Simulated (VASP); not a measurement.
# PbF2 (Fluorocronite) (Fm-3m) in VASP: further runs

The runs below take PbF2 (Fluorocronite) through relaxation of cell and atoms, with LDA, PBE+D3(BJ).

Program: VASP 6.6.1. These are calculated values, not measurements. Logs are shortened: lines on timing, memory, paths and dates and some standing lists are left out, and cuts for length are marked.

## Step 1: The structure

It takes space group Fm-3m (No. 225, cubic). The conventional cell has a = 5.810 Å, b = 5.810 Å, c = 5.810 Å, α = 90.00°, β = 90.00°, γ = 90.00°. Around Pb (site symmetry m-3m) lie 8 F at 2.52 Å. F (site symmetry -43m) has 4 Pb at 2.52 Å as nearest neighbours.

## Step 2: Relaxation of cell and atoms, LDA

INCAR

```
PREC = Accurate
ENCUT = 600
EDIFF = 1E-7
ISMEAR = 0
SIGMA = 0.03
LREAL = F
LASPH = T
NELM = 80
ALGO = Normal
ISIF = 3
LWAVE = F
LCHARG = F
GGA = CA
IBRION = 2
NSW = 90
EDIFFG = -0.005
```

KPOINTS

```
regular mesh
0
Gamma
  8 8 8
```

POSCAR

```
PbF2                                    
1.0
   -0.0000000000      2.9048332825      2.9048332825
    2.9048332825     -0.0000000000      2.9048332825
    2.9048332825      2.9048332825      0.0000000000
  Pb              F             
     1     2
Direct
     0.0000000000000000    0.0000000000000000    0.0000000000000000
     0.2500000000000000    0.2500000000000000    0.2500000000000000
     0.7500000000000000    0.7500000000000000    0.7500000000000000
```

Potentials or basis: VASP PAW LDA potentials, release 64 (Pb_d, F).

On the command line:

```bash
$ cat potpaw_LDA.64/Pb_d/POTCAR potpaw_LDA.64/F/POTCAR > POTCAR
$ mpirun -np 1 vasp_std > vasp.out
```

OUTCAR:

```text
PREC = Accurate
   ENCUT = 600
   EDIFF = 1E-7
   ISMEAR = 0
   LREAL = F
   LASPH = T
   NELM = 80
   ISIF = 3
   GGA = CA
   IBRION = 2
   NSW = 90
   EDIFFG = -0.005

 ion  position               nearest neighbor table
   1  0.000  0.000  0.000-   3 2.52   3 2.52   3 2.52   2 2.52   3 2.52   2 2.52   2 2.52   2 2.52

   2  0.250  0.250  0.250-   1 2.52   1 2.52   1 2.52   1 2.52
   3  0.750  0.750  0.750-   1 2.52   1 2.52   1 2.52   1 2.52

  LATTYP: Found a face centered cubic cell.
 ALAT       =     5.8096665650

  Lattice vectors:

 A1 = (   0.0000000000,   2.9048332825,   2.9048332825)
 A2 = (   2.9048332825,   0.0000000000,   2.9048332825)
 A3 = (   2.9048332825,   2.9048332825,   0.0000000000)

Analysis of symmetry for initial positions (statically):
=====================================================================
 Subroutine PRICEL returns:
 Original cell was already a primitive cell.

 Routine SETGRP: Setting up the symmetry group for a
 face centered cubic supercell.

 Subroutine GETGRP returns: Found 48 space group operations
 (whereof 48 operations were pure point group operations)
 out of a pool of 48 trial point group operations.

The static configuration has the point symmetry O_h .

Analysis of symmetry for dynamics (positions and initial velocities):
=====================================================================
 Subroutine PRICEL returns:
 Original cell was already a primitive cell.

 Routine SETGRP: Setting up the symmetry group for a
 face centered cubic supercell.

 Subroutine GETGRP returns: Found 48 space group operations
 (whereof 48 operations were pure point group operations)
 out of a pool of 48 trial point group operations.

The dynamic configuration has the point symmetry O_h .

 Subroutine INISYM returns: Found 48 space group operations
 (whereof 48 operations are pure point group operations),
 and found     1 'primitive' translations

----------------------------------------------------------------------------------------

                                     Primitive cell

[... 151 lines left out ...]
  Total        0.0192615      0.0192615      0.0192615     -0.0000000      0.0000000      0.0000000
  in kB        0.6295162      0.6295162      0.6295162     -0.0000000      0.0000000      0.0000000
  external PRESSURE =       0.6295162 kB  Pullay stress =       0.0000000 kB

 VOLUME and BASIS-vectors are now :
 -----------------------------------------------------------------------------
  energy-cutoff  :      600.00
  volume of cell :       49.02
      direct lattice vectors                 reciprocal lattice vectors
     0.000000000  2.904833282  2.904833282    -0.172126918  0.172126918  0.172126918
     2.904833282  0.000000000  2.904833282     0.172126918 -0.172126918  0.172126918
     2.904833282  2.904833282  0.000000000     0.172126918  0.172126918 -0.172126918

 POSITION                                       TOTAL-FORCE (eV/Angst)
 -----------------------------------------------------------------------------------
      0.00000      0.00000      0.00000         0.000000      0.000000     -0.000000
      1.45242      1.45242      1.45242         0.000000     -0.000000      0.000000
      4.35725      4.35725      4.35725        -0.000000     -0.000000     -0.000000
 -----------------------------------------------------------------------------------
    total drift:                                0.000000      0.000000      0.000000

  FREE ENERGIE OF THE ION-ELECTRON SYSTEM (eV)
  ---------------------------------------------------
  free  energy   TOTEN  =       -15.9580847045 eV

  energy  without entropy=      -15.9580847045  energy(sigma->0) =      -15.95808470

--------------------------------------- Ionic step        2  -------------------------------------------

 number of electron      28.0000002 magnetization

 Free energy of the ion-electron system (eV)
  ---------------------------------------------------
  ext. energy  EPLUGINS =         0.00000000
  ---------------------------------------------------
  free energy    TOTEN  =       -15.95809115 eV

  energy without entropy =      -15.95809115  energy(sigma->0) =      -15.95809115

 E-fermi :   2.4478     XC(G=0): -10.3629

 val. band max:        2.2736500692   @ k =  -0.2500   0.5000   0.2500
 cond. band min:       6.4764388987   @ k =   0.5000   0.5000   0.0000
 fundamental gap:      4.2027888296
 Fermi energy:         2.4478054189

 k-point     1 :       0.0000    0.0000    0.0000
  band No.  band energies     occupation
      1     -18.9546      2.00000
      2     -18.1630      2.00000
      3     -12.1671      2.00000
      4     -12.1671      2.00000
      5     -12.1671      2.00000
      6     -12.0621      2.00000
[... 481 lines left out ...]
      5     -12.0411      2.00000
      6     -12.0095      2.00000
[... 10 lines left out ...]
     17      10.0136      0.00000
     18      12.8200      0.00000

 [... further k-points ...]

------------------------ aborting loop because EDIFF is reached ----------------------------------------

  FORCE on cell =-STRESS in cart. coord.  units (eV):
  Direction    XX          YY          ZZ          XY          YZ          ZX
  --------------------------------------------------------------------------------------
  -------------------------------------------------------------------------------------
  Total       -0.0065830     -0.0065830     -0.0065830      0.0000000     -0.0000000      0.0000000
  in kB       -0.2149490     -0.2149490     -0.2149490      0.0000000     -0.0000000      0.0000000
  external PRESSURE =      -0.2149490 kB  Pullay stress =       0.0000000 kB

 VOLUME and BASIS-vectors are now :
 -----------------------------------------------------------------------------
  energy-cutoff  :      600.00
  volume of cell :       49.07
      direct lattice vectors                 reciprocal lattice vectors
    -0.000000000  2.905733031  2.905733031    -0.172073620  0.172073620  0.172073620
     2.905733031 -0.000000000  2.905733031     0.172073620 -0.172073620  0.172073620
     2.905733031  2.905733031  0.000000000     0.172073620  0.172073620 -0.172073620

 POSITION                                       TOTAL-FORCE (eV/Angst)
 -----------------------------------------------------------------------------------
     -0.00000      2.90573      2.90573         0.000000      0.000000     -0.000000
      1.45287      1.45287      1.45287         0.000000      0.000000     -0.000000
      4.35860      4.35860      4.35860        -0.000000     -0.000000      0.000000
 -----------------------------------------------------------------------------------
    total drift:                               -0.000000     -0.000000      0.000000

  FREE ENERGIE OF THE ION-ELECTRON SYSTEM (eV)
  ---------------------------------------------------
  free  energy   TOTEN  =       -15.9580911459 eV

  energy  without entropy=      -15.9580911459  energy(sigma->0) =      -15.95809115

 reached required accuracy - stopping structural energy minimisation
```

It took 20 s on 1 thread of Intel Xeon 6975P-C (Granite Rapids), shared host; peak memory 0.18 GiB.

What came out:

```
Free energy                            : -15.9581 eV
Relaxed volume                         : 16.36 Å³/atom
Relaxed cell                           : a = 4.109 Å, b = 4.109 Å, c = 4.109 Å, α = 60.00°, β = 60.00°, γ = 60.00°
Space group after relaxing (to 0.05 Å) : Fm-3m (No. 225)
Energy gained by relaxing              : 0.0 meV/atom
Ionic steps                            : 2
Pressure after relaxing                : 0.0 GPa
Band gap on the k mesh                 : 4.20 eV, indirect (least direct gap 4.37 eV)
```

Final structure:
```xyz
3
Lattice="0.0000 2.9057 2.9057 2.9057 0.0000 2.9057 2.9057 2.9057 0.0000" Properties=species:S:1:pos:R:3 pbc="T T T"
Pb    0.0000    2.9057    2.9057
F     1.4529    1.4529    1.4529
F     4.3586    4.3586    4.3586
```

Caveat: spin-orbit coupling is left out, which as a rule narrows the gap of such compounds by several tenths of an eV.

## Step 3: Relaxation of cell and atoms, PBE+D3(BJ)

This run uses another cell than the first one, of 17.35 Å³/atom, 1.062 times its volume.

INCAR

```
SYSTEM = PbF2
ALGO = Normal
EDIFF = 1E-6
EDIFFG = -0.01
ENCUT = 600
GGA = PE
IBRION = 2
ISIF = 3
ISMEAR = 0
IVDW = 12
LASPH = .TRUE.
LCHARG = .FALSE.
LREAL = .FALSE.
LWAVE = .FALSE.
NELM = 80
NSW = 90
PREC = Accurate
SIGMA = 0.03
```

KPOINTS

```
k-points
0
G
  8 8 8
  0 0 0
```

POSCAR

```
PbF2
1.0
    0.0000000000      2.9636600000      2.9636600000
    2.9636600000      0.0000000000      2.9636600000
    2.9636600000      2.9636600000      0.0000000000
Pb F
1 2
Direct
    0.0000000000      0.0000000000      0.0000000000
    0.2500000000      0.2500000000      0.2500000000
    0.7500000000      0.7500000000      0.7500000000
```

Potentials or basis: VASP PAW PBE potentials, release 64 (Pb_d, F).

On the command line:

```bash
$ cat potpaw_PBE.64/Pb_d/POTCAR potpaw_PBE.64/F/POTCAR > POTCAR
$ mpirun -np 1 vasp_std > vasp.out
```

It took 44 s on 1 thread of Intel Xeon Platinum 8488C (Sapphire Rapids), shared host; peak memory 0.23 GiB.

The run converged. Its results:

- Free energy: -14.8003 eV
- Relaxed volume: 17.60 Å³/atom
- Relaxed cell: a = 4.211 Å, b = 4.211 Å, c = 4.211 Å, α = 60.00°, β = 60.00°, γ = 60.00°
- Space group after relaxing (to 0.05 Å): Fm-3m (No. 225)
- Energy gained by relaxing: 0.8 meV/atom
- Ionic steps: 3
- Pressure after relaxing: 0.0 GPa
- Band gap on the k mesh: 4.42 eV, indirect (least direct gap 4.56 eV)
- Dispersion energy per atom: -0.151 eV

The path:
| step | energy change (eV) | largest force (eV/Å) | pressure (GPa) | volume (Å³) |
| --- | --- | --- | --- | --- |
| 1 | 0.0000 | 0.0000 | 1.05 | 52.06 |
| 2 | -0.0024 | 0.0000 | -0.15 | 52.93 |
| 3 | -0.0024 | 0.0000 | 0.02 | 52.81 |

Final structure:
```yaml
crystal:
  lattice:
    - [0.00000, 2.97789, 2.97789]
    - [2.97789, 0.00000, 2.97789]
    - [2.97789, 2.97789, 0.00000]
  atoms:
    - { symbol: Pb, position: [0.00000, 0.00000, 0.00000] }
    - { symbol: F, position: [0.25000, 0.25000, 0.25000] }
    - { symbol: F, position: [0.75000, 0.75000, 0.75000] }
```

Levels at points of the mesh, in eV from the valence-band top:
| k point | band 10 | band 11 | band 12 | band 13 | band 14 | band 15 | band 16 | band 17 | band 18 |
| --- | --- | --- | --- | --- | --- | --- | --- | --- | --- |
| (0.00, 0.00, 0.00) | -2.38 | -2.38 | -1.89 | -1.89 | -1.89 | 6.76 | 6.76 | 6.76 | 10.61 |
| (0.50, 0.00, 0.00) | -2.58 | -2.58 | -2.06 | -2.06 | -0.02 | 5.03 | 7.62 | 7.62 | 13.20 |
| (0.50, 0.50, 0.00) | -3.43 | -1.48 | -1.48 | -1.47 | -0.14 | 4.42 | 7.85 | 7.85 | 8.99 |

Caveat: spin-orbit coupling is left out, which as a rule narrows the gap of such compounds by several tenths of an eV. A hybrid or GW would open this gap; PBE tends to underestimate it.

## Step 4: Relaxation of cell and atoms, PBE+D3(BJ)

This run uses another cell than the first one, of 17.60 Å³/atom, 1.077 times its volume.

Edit INCAR of step 3 so:

```diff
@@ -2,4 +2,4 @@
 ALGO = Normal
-EDIFF = 1E-6
-EDIFFG = -0.01
+EDIFF = 1E-7
+EDIFFG = -0.005
 ENCUT = 600
```

KPOINTS is that of step 3.

POSCAR

```
PbF2                                    
1.0
    0.0000000000      2.9778856278      2.9778856278
    2.9778856278      0.0000000000      2.9778856278
    2.9778856278      2.9778856278     -0.0000000000
  Pb              F             
     1     2
Direct
     0.0000000000000000    0.0000000000000000    0.0000000000000000
     0.2500000000000000    0.2500000000000000    0.2500000000000000
     0.7500000000000000    0.7500000000000000    0.7500000000000000
```

On the command line:

```bash
$ cat potpaw_PBE.64/Pb_d/POTCAR potpaw_PBE.64/F/POTCAR > POTCAR
$ mpirun -np 1 vasp_std > vasp.out
```

Run time: 28 s. Hardware: 1 thread of Intel Xeon Platinum 8488C (Sapphire Rapids), shared host; peak memory 0.22 GiB.

Results (log left out):

```yaml
Free_energy: -14.8018 eV
Pressure_after_relaxing: 0.0 GPa
Band_gap_on_the_k_mesh: 4.42 eV, indirect (least direct gap 4.56 eV)
Dispersion_energy_per_atom: -0.151 eV
```

Final structure:
```
Pb F
1.0
     0.00000    2.97789    2.97789
     2.97789    0.00000    2.97789
     2.97789    2.97789    0.00000
Pb F
1 2
Cartesian
  0.0000 0.0000 0.0000
  1.4889 1.4889 1.4889
  4.4668 4.4668 4.4668
```

Levels at points of the mesh, in eV from the valence-band top:
```tsv
k point	band 10	band 11	band 12	band 13	band 14	band 15	band 16	band 17	band 18
(0.00, 0.00, 0.00)	-2.38	-2.38	-1.89	-1.89	-1.89	6.76	6.76	6.76	10.61
(0.50, 0.00, 0.00)	-2.58	-2.58	-2.06	-2.06	-0.02	5.03	7.62	7.62	13.20
(0.50, 0.50, 0.00)	-3.43	-1.48	-1.48	-1.47	-0.14	4.42	7.85	7.85	8.99
```

Caveat: the relaxation stopped at its first step, so nothing moved; spin-orbit coupling is left out, which as a rule narrows the gap of such compounds by several tenths of an eV. PBE gaps usually lie below the measured ones, often by a third to a half.
